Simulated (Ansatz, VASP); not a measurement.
Mg in VASP and in Ansatz

```xyz
2
Lattice="3.2093 0.0000 0.0000 -1.6046 2.7793 0.0000 0.0000 0.0000 5.2103" Properties=species:S:1:pos:R:3 pbc="T T T"
Mg    1.6047    0.9264    3.9077
Mg    0.0000    1.8529    1.3026
```

Alike in both runs: functional PBEsol0; k mesh 5 × 5 × 3; occupations fermi-dirac, width 0.05 eV; no spin polarisation.

```csv
,VASP,Ansatz
version,VASP 6.6.1,Ansatz 0.2.0
potentials or method,"VASP PAW PBE potentials, release 64 (Mg)",Ansatz PAW
plane-wave cutoff (eV),520,420
valence electrons in the cell,4,20
task,band structure,single point
```

|  | VASP | Ansatz | Ansatz less VASP |
| --- | --- | --- | --- |
| gap on the k mesh at the Fermi level (eV) | none | none | - |
| pressure (GPa) | -1.3 | -1.1 | +0.19 |
| largest component of the traceless stress (GPa) | 0.50 | 0.53 | +0.030 |

A gap of «none» marks a metal or a gap that the smearing closes. With one functional, cell and mesh, what is left measures potentials, basis and numerics. The two sets of potentials don't hold the same shells in valence.

Caveats: the k mesh is coarse (spacing up to 0.45 Å⁻¹), so the values aren't converged, least of all with exact exchange; an unscreened hybrid on a path of extra k points without a Coulomb cutoff has errors near the mesh points, so the bands along the path aren't reliable (VASP); the PAW data sets were made with another functional, which shifts forces and pressure a little (VASP); the PAW data sets come from PBE, with cores solved anew for the run's functional, which leaves a small shift of forces and pressure (Ansatz); the thresholds are loose for stress (Ansatz).
